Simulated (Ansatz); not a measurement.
## Calculated core-level photoemission for MgF₂

Cell: a COD entry whose atoms were relaxed with PBE, the cell held, repeated to a supercell; a hole's nearest image is 6.5 Å away.

Space group P4_2/mnm (No. 136); a = 4.6250, c = 3.0520 Å.

```csv
site,Wyckoff,site symmetry,x,y,z
Mg1,2a,m.mm,0.0000,0.0000,0.0000
F13,4f,m.2m,0.3030,0.3030,0.0000
```

One atom of each set is listed; the run and its k-mesh use a cell of 36 atoms with edges of 6.54, 6.54, 9.16 Å.

The numbers come from a DFT calculation in Ansatz (PBE, plane waves and PAW, scalar-relativistic, 420 eV cutoff, Γ-centred 3×3×2 k-points, fixed occupations).

Each value is a total-energy difference between the cell with one core hole and the ground state (ΔSCF), counted from the top of the valence band. The valence electrons get no spin in the cell with the hole, so they can't polarise against the unpaired core electron; that puts absolute values high, by some tenths of an eV and in some cases by about 1 eV. The periodic images are corrected with the calculated ε∞ = 2.00, 2.00, 2.04.

Question: What binding energies does the calculation give for Mg 1s, F 1s?

Answer: 

```json
{"line": "Mg 1s", "atom": "1", "first shell": "6 F at 1.98–2.00 Å", "E_B (eV)": "1299.2"}
{"line": "F 1s", "atom": "13", "first shell": "3 Mg at 1.98–2.00 Å", "E_B (eV)": "681.4"}
```

The program doubts some values: the potential far from the hole hasn't levelled off. Absolute PBE values can be off by an eV or more. Multiplets, satellites and widths aren't calculated.
